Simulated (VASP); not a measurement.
Input of a VASP 6.6.1 run:

Contents of INCAR:

```
  ALGO = Normal
  EDIFF = 1E-7
  EDIFFG = -0.005
  ENCUT = 600
  GGA = PE
  IBRION = 2
  ISIF = 3
  ISMEAR = 0
  LASPH = T
  LCHARG = F
  LREAL = F
  LWAVE = F
  NELM = 100
  NSW = 40
  PREC = Accurate
  SIGMA = 0.02
```

File KPOINTS:

```
k-points
0
Gamma
  8 8 8
```

POSCAR

```
Cu3N
1.0
    3.8200000000      0.0000000000      0.0000000000
    0.0000000000      3.8200000000      0.0000000000
    0.0000000000      0.0000000000      3.8200000000
Cu N
3 1
Direct
    0.5000000000      0.0000000000      0.0000000000
    0.0000000000      0.5000000000      0.0000000000
    0.0000000000      0.0000000000      0.5000000000
    0.0000000000      0.0000000000      0.0000000000
```

Potentials or basis: VASP PAW PBE potentials, release 64 (Cu, N).

Command:

```console
$ cat potpaw_PBE.64/Cu/POTCAR potpaw_PBE.64/N/POTCAR > POTCAR
$ mpirun -np 1 vasp_std > vasp.out
```

Task: Estimate the relaxed volume.

Result: 14.09 Å³/atom.

Task: What does it give for the space group after relaxing (to 0.05 Å)?

Result: Pm-3m (No. 221).

Task: Predict the relaxed cell.

Result: a = 3.834 Å, b = 3.834 Å, c = 3.834 Å, α = 90.00°, β = 90.00°, γ = 90.00°.

Task: What does it give for the band gap on the k mesh?

Result: 0.26 eV, indirect (least direct gap 0.79 eV).

Step by step:
```
step  energy change (eV)  largest force (eV/Å)  pressure (GPa)  volume (Å³)
   1              0.0000                0.0000            1.27        55.74
   2             -0.0018                0.0000           -0.59        56.64
   3             -0.0023                0.0000            0.00        56.34
```

A k mesh can miss the band edges. As with any semilocal functional, this PBE gap is likely too small.
